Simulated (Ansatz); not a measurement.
AlN built on the h-MgO prototype (r2SCAN geometry), in Ansatz:

```cif
data_structure
_symmetry_space_group_name_H-M 'P6_3/mmc'
_symmetry_Int_Tables_number 194
_cell_length_a 3.2923
_cell_length_b 3.2923
_cell_length_c 4.1370
_cell_angle_alpha 90.000
_cell_angle_beta 90.000
_cell_angle_gamma 120.000
_cell_volume 38.83
loop_
_atom_site_label
_atom_site_type_symbol
_atom_site_symmetry_multiplicity
_atom_site_Wyckoff_symbol
_atom_site_fract_x
_atom_site_fract_y
_atom_site_fract_z
_atom_site_occupancy
Al1 Al 2 c 0.33333 0.66667 0.25000 1
N1 N 2 d 0.66667 0.33333 0.25000 1
```

G0W0@r2SCAN with 146 empty bands, a screening cutoff of 140 eV and a 6×6×4 mesh (PAW, contour deformation) gives 5.231 eV over the mesh points, from an r2SCAN gap of 4.030 eV; it sums over 154 bands with 157 plane waves in the screening and a wave cutoff of 500 eV. The G0W0 figures hold for the stated bands, cutoff and mesh and aren't extrapolated. The calculation is spin-unpolarised, and the structure need not be a phase that has been made.

**Question.** Another run gave a Kohn-Sham gap of 4.075 eV and a G0W0 gap of 5.271 eV, summing over 154 bands with 157 plane waves in the screening and a wave cutoff of 1252 eV. What was changed?

**Answer.** Potentials of the kind norm-conserving, with them a wave cutoff of 1252 eV. The wave cutoff gives it away.

**Question.** Estimate the gap with starting point HSE06, with them a wave cutoff of 420 eV.

**Answer.** 5.512 eV (+0.281 eV), from a Kohn-Sham gap of 4.739 eV.

**Question.** Estimate the gap with frequency model Godby-Needs pole.

**Answer.** 5.168 eV (-0.063 eV), from a Kohn-Sham gap of 4.030 eV.

**Question.** Estimate the gap with starting point LDA, with them a wave cutoff of 420 eV.

**Answer.** 4.948 eV (-0.283 eV), from a Kohn-Sham gap of 3.472 eV.
